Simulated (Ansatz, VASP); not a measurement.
Cs in VASP and in Ansatz

```
Cs
1.0
     0.00000    3.94834    3.94834
     3.94834    0.00000    3.94834
     3.94834    3.94834    0.00000
Cs
1
Direct
  0.00000 0.00000 0.00000
```

This isn't the form of Cs at room conditions, which is bcc.

Alike in both runs: task single point; functional LDA; k mesh 10 × 10 × 10; occupations gaussian, width 0.15 eV; no spin polarisation.

|  | VASP | Ansatz |
| --- | --- | --- |
| version | VASP 6.6.1 | Ansatz 0.2.0 |
| potentials or method | VASP PAW LDA potentials, release 64 (Cs_sv) | scalar-relativistic, plane waves, PAW |
| plane-wave cutoff (eV) | 520 | 420 |
| valence electrons in the cell | 9 | 9 |

```tsv
	VASP	Ansatz	Ansatz less VASP
gap on the k mesh at the Fermi level (eV)	none	none	-
pressure (GPa)	-0.4	-0.4	+0.01
```

A gap of «none» marks a metal or a gap that the smearing closes.

The runs have no spin-orbit coupling, so splittings on Cs are missing.
